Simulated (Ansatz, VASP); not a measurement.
**C in VASP and in Ansatz**

```
C
1.0
     2.50497    0.00000    0.00000
    -1.25249    2.16937    0.00000
     0.00000    0.00000    4.11898
C
4
Cartesian
  0.0000 1.4462 -0.0008
  1.2525 0.7231 2.0587
  0.0000 1.4462 1.5413
  1.2525 0.7231 3.6008
```

Change from the starting cell: strained cell.

Alike in both runs: task relaxation of the atoms; functional PBEsol; k mesh 9 × 9 × 6; occupations gaussian, width 0.02 eV; no spin polarisation.

|  | VASP | Ansatz |
| --- | --- | --- |
| version | VASP 6.6.1 | Ansatz 0.2.0 |
| potentials or method | VASP PAW PBE potentials, release 64 (C) | scalar-relativistic, plane waves, PAW |
| plane-wave cutoff (eV) | 520 | 420 |
| valence electrons in the cell | 16 | 16 |

|  | VASP | Ansatz | Ansatz less VASP |
| --- | --- | --- | --- |
| gap on the k mesh at the Fermi level, each at its own relaxed structure (eV) | 3.05 | 3.07 | +0.019 |

Ansatz warned: «pseudo_functional_mismatch».

Caveats: an odd mesh through Γ misses points on the zone boundary, where band edges often lie.
